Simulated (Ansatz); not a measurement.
CuO:

```
CELL_PARAMETERS angstrom
2.55255 0.00000 0.00000
0.00000 2.55255 0.00000
0.00000 0.00000 2.55255
ATOMIC_POSITIONS crystal
Cu 0.00000 0.00000 0.00000
O 0.50000 0.50000 0.50000
```

Measurements of this composition are mostly on another form, of space group No. 15.

* Program: Ansatz 0.2.0
* Task: relaxation of cell and atoms
* Functional: PBE
* Dispersion: D3(BJ)-ATM
* Potentials or basis: Ansatz PAW
* Cutoff: 420 eV (not typed: the program's choice for these potentials)
* k mesh: 10 × 10 × 10
* Occupations: fermi-dirac, width 0.05 eV
* Spin: no spin polarisation

At the start: volume 8.32 Å³/atom.

**Question.** Where does the relaxation end?

**Answer.** It ends after 7 steps and the volume is 8.92 Å³/atom (+7.3 %); space group Pm-3m (No. 221, to 0.05 Å).

The path:
| step | energy change (eV) | largest force (eV/Å) | volume (Å³) |
| --- | --- | --- | --- |
| 1 | 0.0000 | 0.0000 | 16.63 |
| 2 | -0.0355 | 0.0000 | 17.17 |
| 3 | -0.0468 | 0.0000 | 17.73 |
| 4 | -0.0467 | 0.0000 | 17.79 |
| 5 | -0.0543 | 0.0000 | 17.79 |
| 6 | -0.0542 | 0.0000 | 17.84 |
| 7 | -0.0543 | 0.0000 | 17.84 |

Final structure:
```yaml
crystal:
  lattice:
    - [2.61285, 0.00000, 0.00000]
    - [0.00000, 2.61285, 0.00000]
    - [0.00000, 0.00000, 2.61285]
  atoms:
    - { symbol: Cu, position: [0.00000, 0.00000, 0.00000] }
    - { symbol: O, position: [0.50000, 0.50000, 0.50000] }
```

Caveat: the plane-wave basis is chosen anew once the cell has moved, so the energies of steps on either side of that aren't comparable; the pressure holds a Pulay correction of +0.8 GPa for the finite cutoff; an odd number of electrons without spin polarisation forces a metal; a magnetic or distorted state may lie lower; the run has no spin polarisation, though such a crystal can be magnetic; pairwise dispersion overbinds metals, which lowers pressure and volume.
